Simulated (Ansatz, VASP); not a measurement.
One calculation of BaTe, two programs

```xyz
2
Lattice="0.0000 3.4378 3.4378 3.4378 0.0000 3.4378 3.4378 3.4378 0.0000" Properties=species:S:1:pos:R:3 pbc="T T T"
Ba    0.0000    0.0000    0.0000
Te    3.4378    3.4378    3.4378
```

Alike in both runs: functional r2SCAN; k mesh 8 × 8 × 8; occupations gaussian, width 0.02 eV; no spin polarisation.

Ansatz relaxed the structure, and its values are those at the end. VASP's run is a single point on that final structure, the one shown.

|  | VASP | Ansatz |
| --- | --- | --- |
| version | VASP 6.6.1 | Ansatz 0.2.0 |
| potentials or method | VASP PAW PBE potentials, release 64 (Ba_sv, Te) | scalar-relativistic, plane waves, PAW |
| plane-wave cutoff (eV) | 520 | 500 |
| valence electrons in the cell | 16 | 26 |

VASP gave:

| Item | Value |
| --- | --- |
| gap on the k mesh at the Fermi level (eV) | 1.75 |
| least direct gap on the mesh (eV) | 2.13 |
| pressure (GPa) | 3.4 |

**Question.** Which values does Ansatz return?

**Answer.** gap on the k mesh at the Fermi level (eV): 1.84; least direct gap on the mesh (eV): 2.19; pressure (GPa): 2.9.

The two sets of potentials don't hold the same shells in valence.

Caveats: the PAW data sets were made with another functional, which shifts forces and pressure a little (VASP); spin-orbit coupling is left out, which moves the levels of the heavy elements. r2SCAN opens gaps a little over a GGA but as a rule still falls short of measured ones. A k mesh can miss the band edges.
